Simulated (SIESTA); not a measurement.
## Au under changes of volume

One of the cells (16.855 Å³/atom); the others are scaled copies at fixed shape and fractional positions:

```
Au
1.0
     0.00000    2.03500    2.03500
     2.03500    0.00000    2.03500
     2.03500    2.03500    0.00000
Au
1
Direct
  0.00000 0.00000 0.00000
```

| Item | Value |
| --- | --- |
| Program | SIESTA 5.4.2 |
| Functional | PBE |
| Potentials or basis | PseudoDojo 0.4 standard (PBE files, fully relativistic) |
| Basis | DZP (energy shift 0.003 Ry; two zetas on semicore shells) |
| Grid cutoff | 800 Ry |
| Energy shift | 0.003 Ry |
| k mesh | 8 × 8 × 8 |
| Occupations | fermi-dirac, width 0.05 eV |
| Spin | non-collinear spin, zero start, spin-orbit coupling |
| Starting moments | [[0.0, 0.0, 0.0]] μB |

```tsv
volume (Å³/atom)	energy over the lowest point (meV/atom)	pressure (GPa)
15.843	102.74	20.5
16.181	64.92	15.5
16.518	36.70	11.3
16.855	16.97	7.4
17.192	5.23	4.0
17.529	0.00	1.1
17.866	?	?
```

Question: What does the run at 17.866 Å³/atom give?

Answer: Energy over the lowest point 0.50 meV/atom; pressure -1.6 GPa.

Worked out: A Birch-Murnaghan fit of order 3 (a polynomial in V^(-2/3)) to the other rows has its minimum at 17.64 Å³/atom, just outside them, with B0 = V·E''(V) = 148 GPa and B' = 4.7. It gives 1.10 meV/atom at 17.866 Å³/atom, against the run's 0.50, and -dE/dV = -1.9 GPa, against -1.6.

Energies are extrapolated to zero smearing.

Caveats: short orbitals over semicore shells can move pressures by several GPa; the basis of atomic orbitals isn't converged, which shifts pressures, moduli and gaps.
